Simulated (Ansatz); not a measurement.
# PbS: computed DOS

```
Pb S
1.0
     2.94050   -2.90000    0.00000
     2.94050    2.90000    0.00000
    -1.08005    0.00000   11.70929
Pb S
2 2
Direct
  0.77560 0.77560 0.63638
  0.22440 0.22440 0.36362
  0.26840 0.26840 0.59860
  0.73160 0.73160 0.40140
```

The cell is COD entry 2106944, as deposited and not checked against the literature; nothing was relaxed.

No spin–orbit coupling, which matters for the heavy atoms here.

Level of theory: DFT, PBE, all-electron LAPW, scalar-relativistic in Ansatz 0.2.0.

Numerical set-up: a Γ-centred 7×7×3 k mesh, Fermi–Dirac smearing of 0.02 eV, basis error target 1 meV/atom, no spin polarisation.

States per eV and cell, averaged over 0.4 eV, from -5.8 to 3.6 eV, with energies (bin centres) from the valence-band top; empty bins are left out. The partial columns, the largest 4 alone, are projections on Löwdin-orthogonalised atomic shells (those that the program's projection atoms carry: the occupied ones and, for some elements, an empty d or f shell; other empty shells have no column), summed over atoms of an element. Weights on diffuse s and p shells depend on that basis and aren't pure angular character.

```csv
E (eV),total,S 3p,Pb 6p,Pb 6s,S 3s
-5.7,0.23,0.01,0.00,0.16,0.05
-4.1,0.44,0.26,0.17,0.00,0.00
-3.7,1.04,0.63,0.37,0.02,0.01
-3.3,1.67,1.05,0.54,0.03,0.03
-2.9,3.01,1.94,0.95,0.06,0.03
-2.5,3.91,2.60,1.17,0.09,0.02
-2.1,3.01,2.09,0.78,0.09,0.02
-1.7,4.12,2.96,0.87,0.19,0.05
-1.3,4.54,3.57,0.71,0.18,0.03
-0.9,3.50,2.67,0.49,0.26,0.03
-0.5,3.49,2.64,0.40,0.37,0.03
-0.1,1.27,0.99,0.11,0.14,0.01
1.1,0.01,0.00,0.01,0.00,0.00
1.5,0.64,0.05,0.54,0.03,0.01
1.9,2.77,0.22,2.14,0.08,0.20
2.3,1.16,0.13,0.87,0.02,0.10
2.7,2.39,0.33,1.65,0.03,0.24
3.1,3.94,0.58,2.76,0.04,0.15
3.5,4.13,0.77,2.77,0.04,0.09
```

(1) Which of the resolved shells contributes most in the top eV of the valence band?

Results:

(1) S 3p, with 76 % of all states there; Pb 6p follows with 12 %.
